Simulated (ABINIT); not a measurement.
As:

```xyz
2
Lattice="1.8808 1.0859 3.5141 -1.8808 1.0859 3.5141 0.0000 -2.1718 3.5141" Properties=species:S:1:pos:R:3 pbc="T T T"
As    0.0000    0.0000    2.3825
As    0.0000    0.0000    8.1597
```

Base run:

- Program: ABINIT 10.8.3 (patched build)
- Functional: PBE
- Potentials or basis: JTH PAW PBE v2.0
- Cutoff: 408 eV
- k mesh: 9 × 9 × 9
- Occupations: fermi-dirac, width 0.05 eV
- Spin: no spin polarisation

Its results: band gap on the k mesh none (metal or under the smearing width); pressure 3.8 GPa; largest force 0.448 eV/Å.

The run is repeated on the same cell with these changes: functional from PBE to PBEsol; potentials or basis from JTH PAW PBE v2.0 to PseudoDojo NC SR PBEsol v0.4.1 standard; cutoff from 408 eV to 1143 eV. What comes out?

Band gap on the k mesh none (metal or under the smearing width); pressure 0.3 GPa; largest force 0.376 eV/Å.

Not every run made on this cell is shown here.
